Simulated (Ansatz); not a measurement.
# InP (F-43m) in Ansatz: further runs, part 2 of 2

Ansatz 0.2.0.

## (3) Single point, PBE

input.yaml

```yaml
crystal:
  lattice:
    - [0.0, 2.9305, 2.9305]
    - [2.9305, 0.0, 2.9305]
    - [2.9305, 2.9305, 0.0]
  atoms:
    - { symbol: In, position: [0.0, 0.0, 0.0] }
    - { symbol: P, position: [0.75, 0.75, 0.75] }
hamiltonian:
  xc: pbe
  pseudopotentials: { kind: paw }
kpoints:
  mp_grid: { grid: [8, 8, 8] }
scf:
  occupations: { method: fermi_dirac, width: 0.05 }
basis:
  ecutwfc: "350 eV"
output:
  forces: true
  stress: true
  eigenvalues: true
  write_density: true
  write_potential: true
  elf: true
  volumetric_format: npy
```

Potentials or basis: Ansatz PAW.

On the command line:

```sh
$ ansatz run input.yaml --threads 2 --pin off --max-ram 5120MiB --backend cpu --events-out ev --progress --plain --runs-dir out
```

Wall time 2.7 s (2 threads of Intel Xeon at 2.50GHz (Skylake/Cascade Lake), shared host); peak memory 0.34 GiB.

The run converged. Its results:

```yaml
Free_energy: -6353.9723 eV
Pressure: 3.4 GPa
Band_gap_on_the_k_mesh: 0.72 eV, direct
```

Levels at points of the mesh, in eV from the valence-band top:
| k point | band 7 | band 8 | band 9 | band 10 | band 11 | band 12 |
| --- | --- | --- | --- | --- | --- | --- |
| (0.00, 0.00, 0.00) | 0.00 | 0.00 | 0.00 | 0.72 | 4.09 | 4.09 |
| (0.00, 0.00, -0.50) | -5.73 | -0.97 | -0.97 | 1.50 | 4.81 | 4.81 |
| (0.00, -0.50, -0.50) | -5.75 | -2.32 | -2.32 | 1.77 | 2.27 | 9.21 |

Caveat: the pressure holds a Pulay correction of +0.3 GPa for the finite cutoff; spin-orbit coupling is left out, which moves the levels of the heavy elements; the cutoff lies under the one recommended for these potentials.

## (4) Single point, PBE

Changes to input.yaml since step 3:

```diff
@@ -12,7 +12,5 @@
 kpoints:
-  mp_grid: { grid: [8, 8, 8] }
+  mp_grid: { grid: [14, 14, 14] }
 scf:
   occupations: { method: fermi_dirac, width: 0.05 }
-basis:
-  ecutwfc: "350 eV"
 output:
@@ -21,5 +19 @@
   eigenvalues: true
-  write_density: true
-  write_potential: true
-  elf: true
-  volumetric_format: npy
```

Potentials or basis: Ansatz PAW.

On the command line:

```sh
$ ansatz run input.yaml --threads 2 --pin off --max-ram 5120MiB --backend cpu --events-out ev --progress --plain --runs-dir out
```

The program printed:

```text
Warning: RAYON_NUM_THREADS=2 ignored (pool sized by the plan → 2); use --threads N
Engine: ansatz 0.2.0, x86_64-unknown-linux-gnu
Pseudopotentials: kind: paw
Pseudopotential: In, paw, valence charge 13, recommended cutoff 420 eV (normal), In.paw.azcp
Pseudopotential: P, paw, valence charge 5, recommended cutoff 420 eV (normal), P.paw.azcp
Functional definition: PBE
  parameter kappa = 0.804
  parameter beta = 0.06672455060314922
  exchange = pbe_x(kappa = kappa, mu = beta*pi^2/3)
  correlation = pbe_c(beta = beta)
Crystal: 2 atoms, lattice volume = 50.333 Å³
Basis set: ecut = 420 eV, 941 PW (Γ), exchange–correlation on 60×60×60 points (8 copies of the dense FFT grid, shifted against one another)
Bands: 13, of which v1, the nominal top of the filled ones, is band 9 counted from 1 (8 counted from 0)
Symmetry: 24 space group operations
Space group: F-43m (ITA 216), of the structure as read, at distance tolerance 3.7e-5 Å
k-points: 104 of 2744 (time reversal used)
Non-local potential: In, projectors of the file, l = 0: 2, l = 1: 2, l = 2: 2, l = 3: 2
Non-local potential: P, projectors of the file, l = 0: 2, l = 1: 2, l = 2: 2
PAW form: soft (Blöchl's): semilocal exchange-correlation on the pseudo side does not see the compensation charge
PAW one-centre angular grid: In, 590 points (default); XC on 64 Gauss nodes
PAW one-centre angular grid: P, 110 points (default); XC on 64 Gauss nodes
Initial density: superposition of atomic densities (neutral atoms: chi_scale 0, normalization atom), corrected by the library's trained network
Initial wavefunctions: pseudopotential atomic-orbital guess
Functional: x = pbe(κ = 0.804, μ = 0.2195149727645171), c = pbe(β = 0.06672455060314922)
SCF iter   1: F=—  HF=-6353.985492 eV  |F-HF|=—  |Δ(HF+E_count)|=         —  Δρ=2.02e-3  dr2=4.36e-3  ethr=1.77e-3  ⟨swp⟩=6.3  Hψ=9126  notcnv=0
preconditioner: auto → none  [insulator: Δε(μ)=0.702 eV  Ē_g=14.746 eV  σ=0.050 eV  W_gap=1.00  n_scr=14 (ndim 8)  ℏωp=22.2 eV  f_vac=0.021  D(μ)=0.00/eV (n_scr^D=0)  ε∞_Penn≈3.3]
SCF iter   2: F=—  HF=-6353.983304 eV  |F-HF|=—  |Δ(HF+E_count)|=   2.19e-3  Δρ=1.25e-3  dr2=7.76e-4  ethr=2.42e-5  ⟨swp⟩=2.0  Hψ=3418  notcnv=0
SCF iter   3: F=—  HF=-6353.983084 eV  |F-HF|=—  |Δ(HF+E_count)|=   2.19e-4  Δρ=3.76e-4  dr2=7.05e-5  ethr=4.31e-6  ⟨swp⟩=2.0  Hψ=2275  notcnv=0
SCF iter   4: F=—  HF=-6353.983128 eV  |F-HF|=—  |Δ(HF+E_count)|=   4.38e-5  Δρ=1.22e-4  dr2=5.78e-6  ethr=3.92e-7  ⟨swp⟩=2.0  Hψ=2299  notcnv=0
SCF iter   5: F=—  HF=-6353.983130 eV  |F-HF|=—  |Δ(HF+E_count)|=   1.91e-6  Δρ=6.89e-5  dr2=2.22e-6  ethr=3.21e-8  ⟨swp⟩=2.0  Hψ=2317  notcnv=0
SCF iter   6: F=-6353.983129 eV  HF=-6353.983130 eV  |F-HF|=3.77e-8  |Δ(HF+E_count)|=   5.28e-7  Δρ=1.23e-5  dr2=6.76e-8  ethr=5.56e-10  ⟨swp⟩=5.1  Hψ=7638  notcnv=0
SCF 1 converged in 6 iterations: F = -6353.983129 eV  dr2 = 6.76e-8
SCF converged after 6 iterations
Free energy (F): -6353.983129 eV
Harris-Foulkes:  -6353.983130 eV  (|F-HF|=3.77e-8)
Internal energy: -6353.983128 eV  (E = F + TS)
E sigma→0 (E₀):  -6353.983129 eV
Entropy (-TS):   -0.000002 eV (-0.001 meV/atom)
Fermi energy:    7.412970 eV
--- Per-component energies (eV) ---
  E_band       = -52.089581
  E_kinetic    = 313.770143
  E_local      = -1398.230373  (includes V_loc(G=0)·N_el)
  E_nonlocal   = 401.491134
  E_hartree    = 551.603997
  E_xc         = -276.704432
  E_vxc        = -160.009726  (∫ρ·V_xc dr)
  E_paw        = -4725.205341  (= ΣΔE_a)
  E_vpaw       = -312.326559  (= ΣTr[D̂ρ^β])
  E_aug_tail   = 0.000030  (compensation charges beyond the density's cutoff)
  E_ewald      = -1220.708286
  E_smearing   = -0.000002  (= −TS)
  E_closure    = -0.000000  (closes the sum)
  Σ components = -6353.983129   (vs F -6353.983129, Δ=0.00e0)
--- Forces (eV/Å), atoms counted from 1 ---
  atom   1  In    -0.00000000     0.00000000     0.00000000
  atom   2  P      0.00000000    -0.00000000     0.00000000
  max |Σ_I F_I| component: 9.25e-17 eV/Å
--- Stress (GPa, compression-positive) ---
        3.346465      -0.000000      -0.000000
       -0.000000       3.346465       0.000000
       -0.000000       0.000000       3.346465
  P = ⅓ Tr σ = 3.3465 GPa (33.465 kbar)
--- Band table (eV; the first three rows and the last of 104) ---
  k-point 0: bands = ["-7.1898", "-7.1898", "-7.1898", "-7.0375", "-7.0375", "-4.5218", "6.9949", "6.9949", "6.9949", "7.7108", "11.0855", "11.0855", "11.0855"]
  k-point 1: bands = ["-7.1964", "-7.1873", "-7.1873", "-7.0375", "-7.0375", "-4.4628", "6.2583", "6.9292", "6.9292", "8.2640", "11.1037", "11.1851", "11.1851"]
  k-point 2: bands = ["-7.2142", "-7.1803", "-7.1803", "-7.0373", "-7.0373", "-4.2897", "5.1833", "6.7601", "6.7601", "8.7327", "11.3296", "11.4311", "11.4311"]
  k-point 103: bands = ["-7.3441", "-7.1271", "-7.0936", "-7.0598", "-7.0209", "-2.0690", "1.3903", "4.0729", "4.1106", "10.9912", "11.1847", "12.9011", "13.4126"]
```

It took 9.5 s on 2 threads of Intel Xeon at 2.50GHz (Skylake/Cascade Lake), shared host; peak memory 0.41 GiB.

Results:

```
Free energy            : -6353.9831 eV
Pressure               : 3.3 GPa
Band gap on the k mesh : 0.72 eV, direct
```

Caveat: spin-orbit coupling is left out, which moves the levels of the heavy elements.

## (5) The runs side by side

```tsv
task	level	cell	k mesh	cutoff (eV)	gap on the mesh (eV)	pressure (GPa)
relaxation of cell and atoms	BPBE	relaxed	8 × 8 × 8	420	0.43	0.0
single point	PBE	as given	8 × 8 × 8	350	0.72	3.4
single point	PBE	as given	14 × 14 × 14	420	0.72	3.3
```

Alike in all rows: potentials or basis Ansatz PAW; no spin polarisation; smearing fermi-dirac 0.05 eV.

Caveats: spin-orbit coupling is left out, which moves the levels of the heavy elements; the plane-wave basis is chosen anew once the cell has moved, so the energies of steps on either side of that aren't comparable (some runs); the PAW data sets come from PBE, with cores solved anew for the run's functional, which leaves a small shift of forces and pressure (some runs); the cutoff lies under the one recommended for these potentials (some runs).

Absolute energies hang on the potentials; compare differences alone.

## (6) How close it comes

Step 3. Against the measured gap of InP, 1.4236 eV (direct; 1.6 K; a printed reference work, data compilation), the calculated 0.72 eV is off by -0.70 eV. Spin-orbit coupling on In is left out. The value is that of PBE, without temperature or zero-point motion. Semilocal functionals fall short of measured gaps as a rule.

Step 4. Measured gap of InP: 1.4236 eV (direct; 1.6 K; a printed reference work, data compilation). This calculation gives 0.72 eV (-0.71 eV). Spin-orbit coupling on In is left out. The value is that of PBE, without temperature or zero-point motion. Semilocal functionals fall short of measured gaps as a rule.
